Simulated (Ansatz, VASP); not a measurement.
Al in VASP and in Ansatz

```
CELL_PARAMETERS angstrom
-1.58536 1.58536 1.58536
1.58536 -1.58536 1.58536
1.58536 1.58536 -1.58536
ATOMIC_POSITIONS crystal
Al 0.00000 0.00000 0.00000
```

Alike in both runs: task single point; functional PBEsol; k mesh 15 × 15 × 15; occupations fermi-dirac, width 0.1 eV; no spin polarisation.

|  | VASP | Ansatz |
| --- | --- | --- |
| version | VASP 6.6.1 | Ansatz 0.2.0 |
| potentials or method | VASP PAW PBE potentials, release 64 (Al) | plane waves (420 eV) with PAW, scalar-relativistic |
| plane-wave cutoff (eV) | 520 | 420 |
| valence electrons in the cell | 3 | 3 |

```csv
,VASP,Ansatz,Ansatz less VASP
pressure (GPa),3.2,3.1,-0.07
```

Ansatz warned: «pseudo_functional_mismatch».

Caveats: the PAW data sets were made with another functional, which shifts forces and pressure a little (VASP).
